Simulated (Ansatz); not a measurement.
This geometry of a periodic cell of 63 atoms, Si (host Si, host structure diamond, one Si atom removed), cell charge +1 is a first-order saddle point.

The calculation used DFT PBE, scalar-relativistic, plane waves, PAW (Ansatz 0.2.0). Settings: PAW set soft_1, cutoff 420 eV, k mesh 1x1x1, gaussian smearing 0.05 eV, spin collinear.

```xyz
63
Lattice="10.8600 0.0000 0.0000 0.0000 10.8600 0.0000 0.0000 0.0000 10.8600" Properties=species:S:1:pos:R:3
Si 5.408 -0.002 0.021
Si 6.789 1.375 1.348
Si 8.159 2.700 -0.034
Si 9.484 4.071 1.348
Si 8.148 -0.003 2.708
Si 9.673 1.185 4.055
Si 0.000 -0.001 -0.001
Si 1.355 1.364 1.360
Si 2.733 2.724 0.000
Si 4.058 4.106 1.371
Si 5.428 5.431 0.000
Si 6.753 6.802 1.372
Si 8.136 8.126 0.001
Si 9.496 9.504 1.360
Si 2.545 0.018 2.883
Si 4.069 1.364 4.074
Si 5.429 2.724 2.696
Si 6.809 4.050 4.073
Si 8.136 5.431 2.697
Si 9.496 6.791 4.074
Si 5.430 -0.001 5.429
Si 6.827 1.336 6.766
Si 8.241 2.618 5.393
Si 9.523 4.032 6.766
Si 8.239 -0.036 8.050
Si 9.523 1.336 9.462
Si 0.001 5.450 0.020
Si 1.322 6.882 1.452
Si 2.694 8.165 0.039
Si 3.975 9.538 1.453
Si 0.002 2.712 2.708
Si 1.356 4.074 4.073
Si 2.694 5.469 2.735
Si 3.976 6.883 4.107
Si 5.390 8.165 2.735
Si 6.785 9.504 4.073
Si 0.686 -0.685 4.743
Si 1.375 1.185 6.615
Si 2.721 2.712 5.427
Si 4.081 4.071 6.805
Si 5.409 5.451 5.427
Si 6.789 6.778 6.805
Si 8.148 8.140 5.427
Si 9.669 9.486 6.620
Si 2.721 -0.003 8.141
Si 4.081 1.375 9.500
Si 5.463 2.700 8.130
Si 6.788 4.071 9.501
Si 8.160 5.396 8.129
Si 9.484 6.778 9.500
Si -0.017 8.313 2.882
Si 0.000 5.429 5.428
Si 1.355 6.791 6.793
Si 2.546 8.314 5.446
Si 4.069 9.504 6.793
Si 0.036 2.617 8.047
Si 1.356 4.050 9.480
Si 2.732 5.431 8.153
Si 4.057 6.802 9.535
Si 5.428 8.126 8.153
Si 6.807 9.503 9.482
Si 0.002 8.140 8.141
Si 1.356 9.504 9.504
```

Task: Which two structures does it join? (They come from a converged band through this point; their orientation in space is the band's.)

Result: Contacts lost: Si6–Si37, Si37–Si38, Si37–Si44. Contacts made: Si15–Si37, Si37–Si51, Si37–Si54. The atom that moves furthest is Si37, by 2.26 Å; four of its nearest neighbours are Si44 2.35, Si6 2.35, Si38 2.35, Si51 3.77 Å at the first end and Si54 2.35, Si51 2.35, Si15 2.35, Si44 3.76 Å at the last.

First end point:

```xyz
63
Lattice="10.8600 0.0000 0.0000 0.0000 10.8600 0.0000 0.0000 0.0000 10.8600" Properties=species:S:1:pos:R:3
Si 5.419 0.010 0.007
Si 6.791 1.354 1.360
Si 8.144 2.714 -0.004
Si 9.507 4.066 1.360
Si 8.148 -0.001 2.721
Si 9.516 1.343 4.072
Si -0.002 -0.001 -0.002
Si 1.344 1.331 1.384
Si 2.723 2.700 0.006
Si 4.073 4.064 1.357
Si 5.432 5.427 -0.002
Si 6.793 6.788 1.356
Si 8.158 8.135 0.005
Si 9.529 9.516 1.387
Si 2.689 -0.052 2.733
Si 4.041 1.327 4.082
Si 5.423 2.699 2.707
Si 6.781 4.080 4.076
Si 8.160 5.437 2.703
Si 9.530 6.819 4.085
Si 5.429 -0.002 5.426
Si 6.785 1.359 6.785
Si 8.148 2.710 5.432
Si 9.501 4.071 6.786
Si 8.145 0.006 8.140
Si 9.499 1.358 9.501
Si -0.010 5.439 0.010
Si 1.378 6.806 1.376
Si 2.716 8.143 -0.012
Si 4.056 9.484 1.370
Si 0.002 2.710 2.722
Si 1.355 4.072 4.072
Si 2.716 5.418 2.712
Si 4.054 6.803 4.052
Si 5.439 8.143 2.712
Si 6.787 9.504 4.071
Si 0.023 -0.028 5.405
Si 1.355 1.343 6.774
Si 2.704 2.707 5.425
Si 4.067 4.064 6.782
Si 5.418 5.437 5.440
Si 6.792 6.790 6.782
Si 8.148 8.154 5.426
Si 9.513 9.503 6.777
Si 2.706 -0.003 8.140
Si 4.067 1.354 9.497
Si 5.432 2.715 8.145
Si 6.787 4.074 9.502
Si 8.145 5.426 8.143
Si 9.507 6.789 9.497
Si 0.048 8.169 2.738
Si -0.001 5.428 5.427
Si 1.343 6.815 6.760
Si 2.689 8.166 5.381
Si 4.043 9.514 6.758
Si -0.006 2.711 8.141
Si 1.353 4.080 9.508
Si 2.725 5.435 8.129
Si 4.073 6.787 9.495
Si 5.423 8.135 8.129
Si 6.780 9.509 9.507
Si 0.002 8.152 8.141
Si 1.355 9.503 9.502
```

Last end point:

Only the atoms that move by more than 0.05 Å are listed.
```
Si15 2.694 0.012 2.736
Si37 1.331 -1.331 4.099
Si51 -0.012 8.166 2.736
Si54 2.694 8.166 5.442
```

Task: How far does it lie above each of them?

Result: 0.33 eV above the first and 0.33 eV above the second. This is the barrier of this one path; another mechanism may lie lower. Limits of this set-up: coarse k mesh, charged cell in a uniform background, uncorrected.

Run time: 18 min on 4 threads of Arm Neoverse V1 (shared host), peak memory 6.1 GiB.
